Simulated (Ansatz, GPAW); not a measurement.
Given: the input of a run of Ansatz 0.2.0 on HfN. 

Contents of input.yaml:

```yaml
crystal:
  lattice:
    - [0.0, 2.256, 2.256]
    - [2.256, 0.0, 2.256]
    - [2.256, 2.256, 0.0]
  atoms:
    - { symbol: Hf, position: [0.0, 0.0, 0.0] }
    - { symbol: "N", position: [0.5, 0.5, 0.5] }
kpoints:
  mp_grid: { grid: [10, 10, 10] }
scf:
  occupations: { method: gaussian, width: 0.03 }
hamiltonian:
  xc: pbe
  pseudopotentials: { kind: all_electron, lapw: { basis_error: 0.001 } }
output:
  forces: true
  stress: true
  eigenvalues: true
```

Potentials or basis: all-electron LAPW, scalar-relativistic.

Launch:

```sh
$ ansatz run input.yaml --threads 1 --pin off --max-ram 3072MiB --backend cpu --events-out ev --progress --plain --runs-dir out
```

Task: Set up the same calculation for GPAW 26.7.0 (ASE script). Potentials or basis there: GPAW PAW data sets (gpaw-data 1.2.1), cutoff 800 eV.

Result: As run (cutoffs and basis follow the program's own potentials, and thresholds, step limits or extra output files can differ):

File run.py:

```python
from ase.dft.bandgap import bandgap
from ase.io import read, write
from ase.units import GPa
from gpaw import GPAW, PW

atoms = read('HfN.xyz')

calc = GPAW(mode=PW(800),
            xc='PBE',
            kpts={'size': (10, 10, 10), 'gamma': True},
            occupations={'name': 'methfessel-paxton', 'order': 0, 'width': 0.03},
            nbands=19,
            convergence={'density': 1e-05, 'energy': 1e-05},
            maxiter=150,
            txt='gpaw.txt')
atoms.calc = calc
energy = atoms.get_potential_energy()
forces = atoms.get_forces()
stress = atoms.get_stress()
calc.write('gs.gpw')
write('result.traj', atoms)
print(f'Energy: {energy:.6f} eV')
print('Forces (eV/A):')
print(forces.round(4))
print('Stress (GPa):', (stress / GPa).round(3))
print('Fermi level:', round(calc.get_fermi_level(), 4), 'eV')
print(f'Gap: {bandgap(calc)[0]:.4f} eV, direct: {bandgap(calc, direct=True)[0]:.4f} eV')
```

The input HfN.xyz:

```xyz
2
Lattice="0.0000000000 2.2560000000 2.2560000000 2.2560000000 0.0000000000 2.2560000000 2.2560000000 2.2560000000 0.0000000000" Properties=species:S:1:pos:R:3 pbc="T T T"
Hf     0.0000000000      0.0000000000      0.0000000000
N      2.2560000000      2.2560000000      2.2560000000
```

Potentials or basis: GPAW PAW data sets (gpaw-data 1.2.1), pw.

Run with:

```sh
$ OMP_NUM_THREADS=1 python run.py
```

Both were run:

|  | Ansatz | GPAW |
| --- | --- | --- |
| Pressure | 6.7 GPa | 6.7 GPa |

Where Ansatz's input types no cutoff or centring, it takes its own default and a Γ-centred mesh.

Pressure is positive in compression.
